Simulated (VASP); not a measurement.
# SrCl2: equation of state with r2SCAN

Crystal: SrCl2.

```
Sr Cl
1.0
     0.00000    3.50010    3.50010
     3.50010    0.00000    3.50010
     3.50010    3.50010    0.00000
Sr Cl
1 2
Direct
  0.00000 0.00000 0.00000
  0.75000 0.75000 0.75000
  0.25000 0.25000 0.25000
```

```
Program                : VASP 6.6.1
Task                   : equation of state
Functional             : r2SCAN
Potentials or basis    : VASP PAW PBE potentials, release 64 (Sr_sv, Cl)
Cutoff                 : 520 eV
k mesh                 : 6 × 6 × 6
Occupations            : gaussian, width 0.02 eV
Spin                   : no spin polarisation
Ladder                 : gaps
Further INCAR settings : ALGO = Normal; EDIFF = 1e-06
```

| Quantity | Value |
| --- | --- |
| Equilibrium volume | 28.60 Å³/atom |
| Bulk modulus | 38 GPa |
| Pressure derivative of the bulk modulus | 4.3 (rough: it moves with the points fitted) |

Energy against volume, from the lowest point:
```
volume (Å³/atom)  energy (meV/atom)
          27.442               5.95
          28.014               1.47
          28.586               0.00
          29.157               1.20
          29.729               4.84
```

All runs of the series together: 5.3 min on 1 thread of Intel(R) Xeon(R) 6975P-C (Granite Rapids), on a shared host.

Caveat: the PAW data sets were made with another functional, which shifts forces and pressure a little.
